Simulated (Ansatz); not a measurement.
Crystal: KBr.

```
Br K
1.0
     0.00000    3.30000    3.30000
     3.30000    0.00000    3.30000
     3.30000    3.30000    0.00000
Br K
1 1
Direct
  0.50000 0.50000 0.50000
  0.00000 0.00000 0.00000
```

```yaml
Program: Ansatz 0.2.0
Task: relaxation of cell and atoms
Functional: LDA
Potentials_or_basis: Ansatz PAW
Cutoff: "420 eV (not typed: the program's choice for these potentials)"
k_mesh: 7 × 7 × 7
Occupations: fermi-dirac, width 0.05 eV
Spin: no spin polarisation
```

At the start: volume 35.94 Å³/atom.

Where does the relaxation end?

It ends after 5 steps and the volume is 32.39 Å³/atom (-9.9 %); space group Fm-3m (No. 225, to 0.05 Å).

The path:
```csv
step,energy change (eV),largest force (eV/Å),volume (Å³)
1,0.0000,0.0000,71.87
2,-0.0297,0.0000,68.33
3,-0.0411,0.0000,63.78
4,-0.0418,0.0000,64.77
5,-0.0411,0.0000,64.77
```

Final structure:
```
CELL_PARAMETERS angstrom
0.00000 3.18755 3.18755
3.18755 0.00000 3.18755
3.18755 3.18755 0.00000
ATOMIC_POSITIONS crystal
Br 0.50000 0.50000 0.50000
K 0.00000 0.00000 0.00000
```

Caveat: the plane-wave basis is chosen anew once the cell has moved, so the energies of steps on either side of that aren't comparable; the PAW data sets come from PBE, with cores solved anew for the run's functional, which leaves a small shift of forces and pressure.
